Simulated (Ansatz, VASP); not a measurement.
**Two plane-wave programs on Os**

File INCAR:

```
  PREC = Accurate
  ENCUT = 600
  EDIFF = 1E-6
  ISMEAR = -1
  SIGMA = 0.05
  LREAL = F
  LASPH = T
  NELM = 80
  ALGO = Normal
  ISIF = 3
  LWAVE = F
  LCHARG = F
  GGA = CA
  IBRION = 2
  NSW = 40
  EDIFFG = -0.01
```

The input KPOINTS:

```
Automatic mesh
0
Gamma
  11 11 6
```

The input POSCAR:

```
Os
1.0
    2.7341000000      0.0000000000      0.0000000000
   -1.3670500000      2.3678000565      0.0000000000
    0.0000000000      0.0000000000      4.3197000000
Os
2
Direct
    0.6666666667      0.3333333333      0.7500000000
    0.3333333333      0.6666666667      0.2500000000
```

The input input.yaml:

```yaml
crystal:
  lattice:
    - [2.7341, 0.0, 0.0]
    - [-1.36705, 2.3678000565, 0.0]
    - [0.0, 0.0, 4.3197]
  atoms:
    - { symbol: Os, position: [0.6666666667, 0.3333333333, 0.75] }
    - { symbol: Os, position: [0.3333333333, 0.6666666667, 0.25] }
hamiltonian:
  xc: lda
  pseudopotentials: { kind: paw }
kpoints:
  mp_grid: { grid: [11, 11, 6] }
scf:
  occupations: { method: fermi_dirac, width: 0.05 }
output:
  forces: true
  stress: true
relax:
  f_tol: 0.01
  max_steps: 40
  cell: { stress_tol: 0.05 }
```

Alike in both runs: task relaxation of cell and atoms; functional LDA; k mesh 11 × 11 × 6; occupations fermi-dirac, width 0.05 eV; no spin polarisation.

```csv
,VASP,Ansatz
version,VASP 6.6.1,Ansatz 0.2.0
potentials or method,"VASP PAW LDA potentials, release 64 (Os)",Ansatz PAW
plane-wave cutoff (eV),600,420
valence electrons in the cell,16,32
```

Ansatz gave:

| Quantity | Value |
| --- | --- |
| relaxed volume (Å³/atom) | 13.70 |
| relaxed cell length with the largest relative difference (Å) | 2.715 |
| energy change over the relaxation (meV/atom) | -8 |

Q: What did VASP give for the same quantities?

A: Relaxed volume (Å³/atom): 13.74; relaxed cell length with the largest relative difference (Å): 2.719; energy change over the relaxation (meV/atom): -6.

The two sets of potentials don't hold the same shells in valence.

Caveats: the plane-wave basis is chosen anew once the cell has moved, so the energies of steps on either side of that aren't comparable (Ansatz); the PAW data sets come from PBE, with cores solved anew for the run's functional, which leaves a small shift of forces and pressure (Ansatz). The runs have no spin-orbit coupling, so splittings on Os are missing. Zero-point motion and thermal expansion aren't in these numbers. LDA usually gives volumes a few per cent too small.
